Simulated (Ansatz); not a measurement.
## Calculated O-17 nuclear quadrupole resonance for SiO2

Cell: a computed structure from the Materials Project (it need not be an observed phase).

```cif
data_SiO2
_symmetry_space_group_name_H-M 'Ia-3d'
_symmetry_Int_Tables_number 230
_cell_length_a 10.1309
_cell_length_b 10.1309
_cell_length_c 10.1309
_cell_angle_alpha 90.000
_cell_angle_beta 90.000
_cell_angle_gamma 90.000
loop_
_atom_site_label
_atom_site_type_symbol
_atom_site_symmetry_multiplicity
_atom_site_Wyckoff_symbol
_atom_site_fract_x
_atom_site_fract_y
_atom_site_fract_z
Si Si 24 d 0.7500 0.1250 0.0000
O O 48 g 0.3750 0.2823 0.0323
```

One atom of each set is listed; the run and its k-mesh use a cell of 36 atoms with edges of 8.77, 8.77, 8.77 Å.

All values are calculated (Ansatz; DFT, PBE, plane waves and PAW, scalar-relativistic, 420 eV cutoff, Γ-centred 4×4×4 k-points, Fermi–Dirac smearing 0.02 eV), not measured.

O-17: I = 5/2, Q = -25.58 mb (year-2017 value). Static lattice, zero field.

Task: The simulated lines lie at 0.889, 1.76 MHz. What are |C_Q|, η and |V_zz| at O?

Result: For I = 5/2 and η = 0 the lines are 3|C_Q|/20 and twice that; η pulls their ratio below 2. Here |C_Q| = 5.87 MHz, η = 0.10 and |V_zz| = 9.49 × 10²¹ V/m². The calculation gives V_zz positive; the lines don't show the sign. The site has 2 Si at 1.61 Å, angle 149°.

At O V_zz runs parallel to the line that joins its two neighbours (within 1°).

At this cell the principal stresses reach 5 GPa in size with PBE, which can matter for small gradients. The largest force is 0.3 eV/Å, so the atoms aren't at the calculated equilibrium and relaxing them would move these values.
